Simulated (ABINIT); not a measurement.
Runs of ABINIT 10.8.3 (patched build) on SrO. It takes space group Fm-3m (No. 225, cubic). The conventional cell has a = 5.133 Å, b = 5.133 Å, c = 5.133 Å, α = 90.00°, β = 90.00°, γ = 90.00°. Sr (site symmetry m-3m) is surrounded by 6 O at 2.57 Å. O (site symmetry m-3m) has 6 Sr at 2.57 Å as nearest neighbours. 

```tsv
task	level	potentials or basis	cell	k mesh	cutoff (eV)	smearing	bands of the masses	fine-grid cutoff	cell freedom (optcell)	optimiser (ionmov)	cutoff smearing ecutsm (Ha)	gap on the mesh (eV)	pressure (GPa)
effective masses	PBEsol	JTH PAW PBE v2.0	as given	6 × 6 × 6	517	fixed	[[6, 8], [9, 9]]	1034.03 eV	-	-	-	-	-1.1
single point	LDA	JTH PAW LDA v2.0	as given	7 × 7 × 7	517	fermi-dirac 0.05 eV	-	1034.03 eV	-	-	-	(a)	-4.4
single point	LDA	PseudoDojo NC SR LDA v0.4 stringent	as given	7 × 7 × 7	1252	fermi-dirac 0.05 eV	-	-	-	-	-	3.26	-4.0
positron lifetime	PBEsol	JTH PAW PBE v2.0	as given	6 × 6 × 6	517	fermi-dirac 0.05 eV	-	1034.03 eV	-	-	-	(b)	-1.1
relaxation of cell and atoms	PBEsol	PseudoDojo NC SR PBEsol v0.4.1 standard	relaxed	7 × 7 × 7	1143	fermi-dirac 0.05 eV	-	-	2	2	0.5	3.30	0.0
```

Alike in all rows: no spin polarisation.

Task: Estimate the missing entries.

Result: (a) 3.25; (b) 3.20.

Caveats: an odd mesh through Γ misses points on the zone boundary, where band edges often lie (some runs); the PAW data sets were made with another functional, which shifts forces and pressure a little (some runs); the masses are taken at a mesh point that needn't be the band's extremum (some runs); the PAW basis is incomplete for the positron (some runs).

A k mesh can miss the band edges, and the runs leave out spin-orbit coupling on Sr.

Not every run made on this cell is shown here.
